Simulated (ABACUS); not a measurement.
# BN (R3m) in ABACUS: further runs, part 2 of 2

ABACUS 3.10.1. Earlier steps stand in the parts before.

## (3) Equation of state, OLYP, 8.60 Å³/atom (volume scaled by 0.94)

run_abacus.py reads:

```python
"""ABACUS run from a structure file: ASE reads it, the script writes STRU, KPT and INPUT."""
import re
import subprocess
import spglib
from ase import Atoms
from ase.io import read
from ase.units import Bohr

atoms = read("BN.cif")
cell, frac, numbers = spglib.standardize_cell((atoms.cell[:], atoms.get_scaled_positions(), atoms.numbers), to_primitive=True, symprec=1e-4)
atoms = Atoms(numbers=numbers, cell=cell, scaled_positions=frac, pbc=True)  # the primitive cell
atoms = atoms[(-atoms.numbers).argsort(kind="stable")]  # ABACUS lists atoms element by element
pseudo = {'N': 'N_ONCV_PBE-1.2.upf', 'B': 'B_ONCV_PBE-1.2.upf'}
orbital = {}
magmoms = None
kmesh = [10, 10, 10]
params = {
    'suffix': 'BN',
    'calculation': 'scf',
    'basis_type': 'pw',
    'pseudo_dir': './',
    'symmetry': 1,
    'dft_functional': 'GGA_X_OPTX+GGA_C_LYP',
    'ecutwfc': 84,
    'pseudo_rcut': 10,
    'nspin': 1,
    'nbands': 8,
    'ks_solver': 'dav',
    'smearing_method': 'fd',
    'smearing_sigma': 0.00367493,
    'scf_thr': 1e-08,
    'scf_nmax': 100,
    'mixing_type': 'broyden',
    'mixing_beta': 0.7,
    'cal_force': 1,
    'cal_stress': 1,
    'kpar': 4,
}

symbols = atoms.get_chemical_symbols()
elements = list(dict.fromkeys(symbols))
lines = ["ATOMIC_SPECIES"] + [f"{e} {atoms.get_masses()[symbols.index(e)]:.4f} {pseudo[e]}" for e in elements]
if orbital:
    lines += ["", "NUMERICAL_ORBITAL"] + [orbital[e] for e in elements]
lines += ["", "LATTICE_CONSTANT", f"{1 / Bohr:.10f}", "", "LATTICE_VECTORS"]
lines += [" ".join(f"{x:.10f}" for x in v) for v in atoms.cell]
lines += ["", "ATOMIC_POSITIONS", "Direct"]
for e in elements:
    lines += ["", e, "0.0", str(symbols.count(e))]
    for i, p in enumerate(atoms.get_scaled_positions(wrap=False)):
        if symbols[i] == e:
            mag = "" if magmoms is None else " mag " + " ".join(str(x) for x in (magmoms[i] if isinstance(magmoms[i], list) else [magmoms[i]]))
            lines.append(" ".join(f"{x:.10f}" for x in p) + " 1 1 1" + mag)
open("STRU", "w").write("\n".join(lines) + "\n")
open("KPT", "w").write("K_POINTS\n0\nGamma\n%d %d %d 0 0 0\n" % tuple(kmesh))
open("INPUT", "w").write("INPUT_PARAMETERS\n" + "".join(f"{k:<20s}{v}\n" for k, v in params.items()))

done = subprocess.run(['mpirun', '-np', '4', 'abacus'])
if done.returncode:
    raise SystemExit(done.returncode)
log = open("OUT.BN/running_scf.log").read()
print("final energy (eV):", re.findall(r"FINAL_ETOT_IS (\S+)", log))
```

BN.cif reads:

```cif
data_BN
_cell_length_a 2.45116304
_cell_length_b 2.45116304
_cell_length_c 9.91223906
_cell_angle_alpha 90.00000000
_cell_angle_beta 90.00000000
_cell_angle_gamma 120.00000000
_space_group_name_H-M_alt 'R3m'
_space_group_name_Hall 'R 3 -2"'
_space_group_IT_number 160
loop_
_space_group_symop_operation_xyz
'x,y,z'
'-y,x-y,z'
'-x+y,-x,z'
'-y,-x,z'
'-x+y,y,z'
'x,x-y,z'
'x+2/3,y+1/3,z+1/3'
'-y+2/3,x-y+1/3,z+1/3'
'-x+y+2/3,-x+1/3,z+1/3'
'-y+2/3,-x+1/3,z+1/3'
'-x+y+2/3,y+1/3,z+1/3'
'x+2/3,x-y+1/3,z+1/3'
'x+1/3,y+2/3,z+2/3'
'-y+1/3,x-y+2/3,z+2/3'
'-x+y+1/3,-x+2/3,z+2/3'
'-y+1/3,-x+2/3,z+2/3'
'-x+y+1/3,y+2/3,z+2/3'
'x+1/3,x-y+2/3,z+2/3'
loop_
_atom_site_label
_atom_site_type_symbol
_atom_site_symmetry_multiplicity
_atom_site_Wyckoff_symbol
_atom_site_fract_x
_atom_site_fract_y
_atom_site_fract_z
_atom_site_occupancy
N1 N 3 a 0.0000000000 0.0000000000 0.3327618000 1
B1 B 3 a 0.6666666667 0.3333333333 0.3330045333 1
```

Potentials or basis: SG15 ONCV 1.2 PBE, plane waves.

Command:

```console
$ OMP_NUM_THREADS=1 python run_abacus.py > log
```

running log:

```text
ABACUS v3.10.1

               Atomic-orbital Based Ab-initio Computation at UStc

 ------------------------------------------------------------------------------------

 READING GENERAL INFORMATION
                           global_out_dir = OUT.BN/
                           global_in_card = INPUT
                               pseudo_dir = ./
                              orbital_dir =
                                    DSIZE = 4
                                    GSIZE = 1
[... 5 lines left out ...]

 READING ATOM TYPE 1
                               atom label = N
                      L=0, number of zeta = 1
                      L=1, number of zeta = 1
                      L=2, number of zeta = 1
[... 360 lines left out ...]
       7        17.4236    1.37594e-83
       8        19.1239        0.00000
[... 41 lines left out ...]
 6/29 kpoint (Cartesian) = 0.20398 0.11777 0.050443 (1512 pws)
       1       -9.54116     0.00600000
       2       -3.95425     0.00600000
       3       0.972398     0.00600000
       4        4.58174     0.00600000
       5        10.8481    5.36880e-26
       6        16.0363    4.63078e-71
       7        19.5269        0.00000
       8        21.3886        0.00000

[... levels at 23 further k points ...]

------------------------------------------------------------------------------------------
 TOTAL-FORCE (eV/Angstrom)
------------------------------------------------------------------------------------------
                        N1         0.0000000000         0.0000000000         0.0029379879
                        B1         0.0000000000         0.0000000000        -0.0029379879
------------------------------------------------------------------------------------------

----------------------------------------------------------------
 TOTAL-STRESS (KBAR)
----------------------------------------------------------------
       191.2525516261        -0.0000000000        -0.0000000000
        -0.0000000000       191.2525516184         0.0000000000
         0.0000000000        -0.0000000000        72.5299942793
----------------------------------------------------------------
 TOTAL-PRESSURE: 151.678366 KBAR

 --------------------------------------------
 !FINAL_ETOT_IS -350.4525533044914596 eV
 --------------------------------------------
```

STRU:

```text
ATOMIC_SPECIES
N 14.0070 N_ONCV_PBE-1.2.upf
B 10.8100 B_ONCV_PBE-1.2.upf

LATTICE_CONSTANT
1.8897261258

LATTICE_VECTORS
1.2255815200 0.7075898205 3.3040796867
-1.2255815200 0.7075898205 3.3040796867
0.0000000000 -1.4151796410 3.3040796867

ATOMIC_POSITIONS
Direct

N
0.0
1
0.3327618000 0.3327618000 0.3327618000 1 1 1

B
0.0
1
0.9996712000 0.9996712000 0.9996712000 1 1 1
```

It took 8.6 s on 4 MPI ranks of Intel Xeon 6975P-C (Granite Rapids), shared host; peak memory 0.36 GiB.

What came out:

- Free energy: -350.4526 eV
- Pressure: 15.2 GPa
- Band gap on the k mesh: 4.63 eV, indirect (least direct gap 5.19 eV)

Caveat: the potentials were made for another functional, which shifts forces and pressure.

## (4) Equation of state, OLYP, 8.96 Å³/atom (volume scaled by 0.98)

run_abacus.py is that of step 3.

BN.cif, as its differences from that of step 3:

```diff
@@ -1,5 +1,5 @@
 data_BN
-_cell_length_a 2.45116304
-_cell_length_b 2.45116304
-_cell_length_c 9.91223906
+_cell_length_a 2.48544948
+_cell_length_b 2.48544948
+_cell_length_c 10.05088973
 _cell_angle_alpha 90.00000000
```

Command:

```console
$ OMP_NUM_THREADS=1 python run_abacus.py > log
```

Wall time 11 s (4 MPI ranks of Intel Xeon 6975P-C (Granite Rapids), shared host); peak memory 0.36 GiB.

It converged, with:

| Item | Value |
| --- | --- |
| Free energy | -350.4956 eV |
| Pressure | 4.0 GPa |
| Largest force | 0.008 eV/Å |
| Band gap on the k mesh | 4.58 eV, indirect (least direct gap 5.08 eV) |

Caveat: the potentials were made for another functional, which shifts forces and pressure.

## (5) Equation of state, OLYP, 9.33 Å³/atom (volume scaled by 1.02)

run_abacus.py is that of step 4.

BN.cif, as its differences from that of step 4:

```diff
@@ -1,5 +1,5 @@
 data_BN
-_cell_length_a 2.48544948
-_cell_length_b 2.48544948
-_cell_length_c 10.05088973
+_cell_length_a 2.51881520
+_cell_length_b 2.51881520
+_cell_length_c 10.18581710
 _cell_angle_alpha 90.00000000
@@ -39,3 +39,3 @@
 _atom_site_occupancy
-N1 N 3 a 0.0000000000 0.0000000000 0.3327618000 1
-B1 B 3 a 0.6666666667 0.3333333333 0.3330045333 1
+N1 N 3 a 0.6666666667 0.3333333333 0.0005715333 1
+B1 B 3 a 0.0000000000 0.0000000000 0.0003288000 1
```

Command:

```console
$ OMP_NUM_THREADS=1 python run_abacus.py > log
```

Run time: 10 s. Hardware: 4 MPI ranks of Intel Xeon 6975P-C (Granite Rapids), shared host; peak memory 0.36 GiB.

It converged, with:

```yaml
Free_energy: -350.4921 eV
Pressure: -5.3 GPa
Largest_force: 0.011 eV/Å
Band_gap_on_the_k_mesh: 4.53 eV, indirect (least direct gap 4.97 eV)
```

Caveat: the potentials were made for another functional, which shifts forces and pressure.

## (6) Equation of state, OLYP, 9.69 Å³/atom (volume scaled by 1.06)

run_abacus.py is that of step 5.

BN.cif, as its differences from that of step 5:

```diff
@@ -1,5 +1,5 @@
 data_BN
-_cell_length_a 2.51881520
-_cell_length_b 2.51881520
-_cell_length_c 10.18581710
+_cell_length_a 2.55131963
+_cell_length_b 2.55131963
+_cell_length_c 10.31726150
 _cell_angle_alpha 90.00000000
```

Potentials or basis: SG15 ONCV 1.2 PBE, plane waves.

Command:

```console
$ OMP_NUM_THREADS=1 python run_abacus.py > log
```

Run time: 11 s. Hardware: 4 MPI ranks of Intel Xeon 6975P-C (Granite Rapids), shared host; peak memory 0.36 GiB.

Results (log left out):

- Free energy: -350.4499 eV
- Pressure: -13.0 GPa
- Largest force: 0.013 eV/Å
- Band gap on the k mesh: 4.47 eV, indirect (least direct gap 4.86 eV)

Caveat: the potentials were made for another functional, which shifts forces and pressure.

## (7) Equation of state, OLYP

This step only gathers the single runs of the series.

Results:

```
Equilibrium volume                        : 9.11 Å³/atom
Bulk modulus at fixed shape and positions : 235 GPa
Pressure derivative of the bulk modulus   : 3.5 (rough: it moves with the points fitted)
```

Energy against volume, from the lowest point:
```
volume (Å³/atom)  energy (meV/atom)
           8.596              21.51
           8.962               0.00
           9.328               1.74
           9.693              22.86
```

Caveat: the cell was scaled at fixed shape and fractional positions, which overstates the stiffness of a crystal with free parameters, most of all of layers and chains; the potentials were made for another functional, which shifts forces and pressure.
